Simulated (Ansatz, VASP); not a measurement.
# Ta: VASP beside Ansatz

```xyz
2
Lattice="2.9004 0.0000 0.0000 -1.4502 2.5118 0.0000 0.0000 0.0000 5.1663" Properties=species:S:1:pos:R:3 pbc="T T T"
Ta    0.0000    1.6745    1.2916
Ta    1.4502    0.8373    3.8747
```

Alike in both runs: task relaxation of cell and atoms; functional PBE; k mesh 11 × 11 × 5; occupations fermi-dirac, width 0.05 eV; no spin polarisation.

|  | VASP | Ansatz |
| --- | --- | --- |
| version | VASP 6.6.1 | Ansatz 0.2.0 |
| potentials or method | VASP PAW PBE potentials, release 64 (Ta_pv), cutoff 600 eV | all-electron LAPW, scalar-relativistic |

```csv
,VASP,Ansatz,Ansatz less VASP
relaxed volume (Å³/atom),18.73,18.73,-0.006
relaxed cell length with the largest relative difference (Å),5.172,5.171,-0.0009
```

Ansatz ran all-electron here, so the differences hold the error of VASP's frozen core and of both bases.

The runs have no spin-orbit coupling, so splittings on Ta are missing.
